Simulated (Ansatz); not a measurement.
TaSi2: strain energy, fitted

TaSi2, P6_422, a = 4.780 Å, c = 6.555 Å. The structure is a COD entry; whether it is the stable form wasn't checked. Ansatz: r2SCAN, PAW, 500 eV, Γ-centred 12×12×6 mesh on 9 atoms, Gaussian smearing 0.10 eV; no spin polarisation. Series: biaxial strain in the a-b plane, c and atoms relaxed; x is the strain in per cent. y is the free energy over the unstrained cell, V0 = 14.411 Å³/atom.

| x (%) | y (meV/atom) |
| --- | --- |
| -4.0 | 65.37 |
| -2.0 | 15.53 |
| 0.0 | 0.00 |
| 2.0 | ? |
| 4.0 | 53.84 |

Problem. Fit y = c2 x² + c3 x³ to the other rows, turn c2 into a modulus, and predict the missing energy.

Solution. Least squares on the rows shown. y = 3.7246 x² − 0.089992 x³. In eV per unit strain² c2 is 37.25; M is the biaxial modulus (E = M V0 ε²): 37.25 × 160.2 / (14.411) = 414 GPa. At x = 2.0 the fit asked for gives 14.18 meV/atom. The run gave 14.10 meV/atom, so the fit is 0.08 meV/atom too high, within twice the rms miss on the fitted rows (0.05 meV/atom).

Spin–orbit coupling is left out, which can shift energies with elements as heavy as these.